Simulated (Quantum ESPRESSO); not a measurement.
A run of Quantum ESPRESSO 7.5:

Contents of pw.in:

```
&CONTROL
  calculation = 'scf'
  prefix = 'pwscf'
  outdir = './tmp'
  pseudo_dir = './pseudo'
  tprnfor = .true.
  tstress = .true.
  disk_io = 'low'
/
&SYSTEM
  ibrav = 0
  nat = 1
  ntyp = 1
  ecutwfc = 52
  ecutrho = 312
  nbnd = 13
  occupations = 'smearing'
  smearing = 'mv'
  degauss = 0.00999582
/
&ELECTRONS
  conv_thr = 2d-10
  electron_maxstep = 120
  mixing_beta = 0.5
/
ATOMIC_SPECIES
Sn   118.7100 Sn.LDA_PW-JTH.UPF
CELL_PARAMETERS angstrom
  -1.8946518192    1.8946518192    1.8946518192
   1.8946518192   -1.8946518192    1.8946518192
   1.8946518192    1.8946518192   -1.8946518192
ATOMIC_POSITIONS crystal
Sn     0.0000000000    0.0000000000    0.0000000000
K_POINTS automatic
8 8 8 1 1 1
```

File relax.in:

```
&CONTROL
  calculation = 'vc-relax'
  prefix = 'pwscf'
  outdir = './tmp'
  pseudo_dir = './pseudo'
  tprnfor = .true.
  tstress = .true.
  disk_io = 'low'
  nstep = 40
  forc_conv_thr = 0.0001
  etot_conv_thr = 1d-06
/
&SYSTEM
  ibrav = 0
  nat = 1
  ntyp = 1
  ecutwfc = 52
  ecutrho = 312
  nbnd = 13
  occupations = 'smearing'
  smearing = 'mv'
  degauss = 0.00999582
/
&ELECTRONS
  conv_thr = 2d-10
  electron_maxstep = 120
  mixing_beta = 0.5
/
&IONS
  ion_dynamics = 'bfgs'
/
&CELL
  cell_dynamics = 'bfgs'
  press = 0
  press_conv_thr = 0.2
/
ATOMIC_SPECIES
Sn   118.7100 Sn.LDA_PW-JTH.UPF
CELL_PARAMETERS angstrom
  -1.8946518192    1.8946518192    1.8946518192
   1.8946518192   -1.8946518192    1.8946518192
   1.8946518192    1.8946518192   -1.8946518192
ATOMIC_POSITIONS crystal
Sn     0.0000000000    0.0000000000    0.0000000000
K_POINTS automatic
8 8 8 1 1 1
```

The input scf2.in:

```
&CONTROL
  calculation = 'scf'
  prefix = 'pwscf'
  outdir = './tmp'
  pseudo_dir = './pseudo'
  tprnfor = .true.
  tstress = .true.
  disk_io = 'low'
/
&SYSTEM
  ibrav = 0
  nat = 1
  ntyp = 1
  ecutwfc = 52
  ecutrho = 312
  nbnd = 13
  occupations = 'smearing'
  smearing = 'mv'
  degauss = 0.00999582
/
&ELECTRONS
  conv_thr = 1d-13
  electron_maxstep = 120
  mixing_beta = 0.5
  startingpot = 'file'
  startingwfc = 'file'
/
ATOMIC_SPECIES
Sn   118.7100 Sn.LDA_PW-JTH.UPF
CELL_PARAMETERS angstrom
  -1.8571387572    1.8571387572    1.8571387572
   1.8571387572   -1.8571387572    1.8571387572
   1.8571387572    1.8571387572   -1.8571387572
ATOMIC_POSITIONS crystal
Sn     0.0000000000    0.0000000000    0.0000000000
K_POINTS automatic
8 8 8 1 1 1
```

File ph.in:

```
phonons of Sn
&INPUTPH
  prefix = 'pwscf'
  outdir = './tmp'
  tr2_ph = 1d-18
  fildyn = 'dyn'
  niter_ph = 90
  alpha_mix(1) = 0.4
/
0.4330127019 0.4330127019 0.4330127019
```

The input relax_v0.99.in:

```
&CONTROL
  calculation = 'relax'
  prefix = 'pwscf'
  outdir = './tmp'
  pseudo_dir = './pseudo'
  tprnfor = .true.
  tstress = .true.
  disk_io = 'low'
  nstep = 30
  forc_conv_thr = 0.0001
  etot_conv_thr = 1d-06
/
&SYSTEM
  ibrav = 0
  nat = 1
  ntyp = 1
  ecutwfc = 52
  ecutrho = 312
  nbnd = 13
  occupations = 'smearing'
  smearing = 'mv'
  degauss = 0.00999582
/
&ELECTRONS
  conv_thr = 1d-13
  electron_maxstep = 120
  mixing_beta = 0.5
/
&IONS
  ion_dynamics = 'bfgs'
/
ATOMIC_SPECIES
Sn   118.7100 Sn.LDA_PW-JTH.UPF
CELL_PARAMETERS angstrom
  -1.8509275444    1.8509275444    1.8509275444
   1.8509275444   -1.8509275444    1.8509275444
   1.8509275444    1.8509275444   -1.8509275444
ATOMIC_POSITIONS crystal
Sn     0.0000000000    0.0000000000    0.0000000000
K_POINTS automatic
8 8 8 1 1 1
```

Contents of ph_v0.99.in:

```
phonons at 0.99 of the volume
&INPUTPH
  prefix = 'pwscf'
  outdir = './tmp'
  tr2_ph = 1d-18
  fildyn = 'dyn_v0.99'
  niter_ph = 90
  alpha_mix(1) = 0.4
/
0.4330127019 0.4330127019 0.4330127019
```

The input relax_v1.01.in:

```
&CONTROL
  calculation = 'relax'
  prefix = 'pwscf'
  outdir = './tmp'
  pseudo_dir = './pseudo'
  tprnfor = .true.
  tstress = .true.
  disk_io = 'low'
  nstep = 30
  forc_conv_thr = 0.0001
  etot_conv_thr = 1d-06
/
&SYSTEM
  ibrav = 0
  nat = 1
  ntyp = 1
  ecutwfc = 52
  ecutrho = 312
  nbnd = 13
  occupations = 'smearing'
  smearing = 'mv'
  degauss = 0.00999582
/
&ELECTRONS
  conv_thr = 1d-13
  electron_maxstep = 120
  mixing_beta = 0.5
/
&IONS
  ion_dynamics = 'bfgs'
/
ATOMIC_SPECIES
Sn   118.7100 Sn.LDA_PW-JTH.UPF
CELL_PARAMETERS angstrom
  -1.8633086987    1.8633086987    1.8633086987
   1.8633086987   -1.8633086987    1.8633086987
   1.8633086987    1.8633086987   -1.8633086987
ATOMIC_POSITIONS crystal
Sn     0.0000000000    0.0000000000    0.0000000000
K_POINTS automatic
8 8 8 1 1 1
```

The input ph_v1.01.in:

```
phonons at 1.01 of the volume
&INPUTPH
  prefix = 'pwscf'
  outdir = './tmp'
  tr2_ph = 1d-18
  fildyn = 'dyn_v1.01'
  niter_ph = 90
  alpha_mix(1) = 0.4
/
0.4330127019 0.4330127019 0.4330127019
```

Potentials or basis: JTH 2.0 LDA.

Run with:

```sh
$ OMP_NUM_THREADS=1 pw.x -in pw.in > pw.out
$ OMP_NUM_THREADS=1 pw.x -in relax.in > relax.out
$ OMP_NUM_THREADS=1 pw.x -in scf2.in > scf2.out
$ OMP_NUM_THREADS=1 ph.x -in ph.in > ph.out
$ OMP_NUM_THREADS=1 pw.x -in relax_v0.99.in > relax_v0.99.out
$ OMP_NUM_THREADS=1 ph.x -in ph_v0.99.in > ph_v0.99.out
$ OMP_NUM_THREADS=1 pw.x -in relax_v1.01.in > relax_v1.01.out
$ OMP_NUM_THREADS=1 ph.x -in ph_v1.01.in > ph_v1.01.out
```

Hardware: 1 thread of Arm Neoverse V1, on a shared host.

How long does it take, and how much memory?

Run time: 5.2 min on 1 thread of Arm Neoverse V1 (shared host), peak memory 0.09 GiB. Counts: scf iterations 97, k pools 1, bands 13, ion steps 6, k points 26, g dense 17117.
